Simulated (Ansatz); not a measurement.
Bicrystals of relaxed bulk Ir (Fm-3m, 14.50 Å³/atom, gap on the mesh 0.00 eV): one grain is mirrored in the boundary plane and shifted (fractions of the plane's cell), where said the two species change places in it, close atoms are joined, tilt boundaries are opened by 0.15 Å, then atoms and the cell's height are relaxed. Energies are the mean of the cell's two boundaries over the bulk on a matched mesh; other shifts may lie lower.

All numbers below come from Ansatz, DFT PBE, scalar-relativistic, plane waves, PAW.

Cutoff 420 eV, Gaussian smearing of 0.10 eV, energies at zero smearing, symmetry of each start kept, no spin polarisation.

```tsv
start	atoms	k mesh	boundary energy (mJ/m²)	excess width (Å)	gap on the mesh (eV)
Σ3 (211), mirror between planes, shift [0, 0.5]	24	12×6×2	1015	0.22	0
Σ3 (211), mirror on the next plane, shift [0.5, 0]	23	12×6×2	2414	0.70	0
```

Spin-orbit coupling is left out, which matters for the bands of heavy elements.

Small energy differences in metals hang on the k mesh (about 10 mJ/m² or 1 to 2 meV/atom on the mesh of the relaxation).

Cost: 2 runs of about 2.5 core-hours in all, on Intel Xeon Platinum 8259CL (Skylake/Cascade Lake) (shared hosts).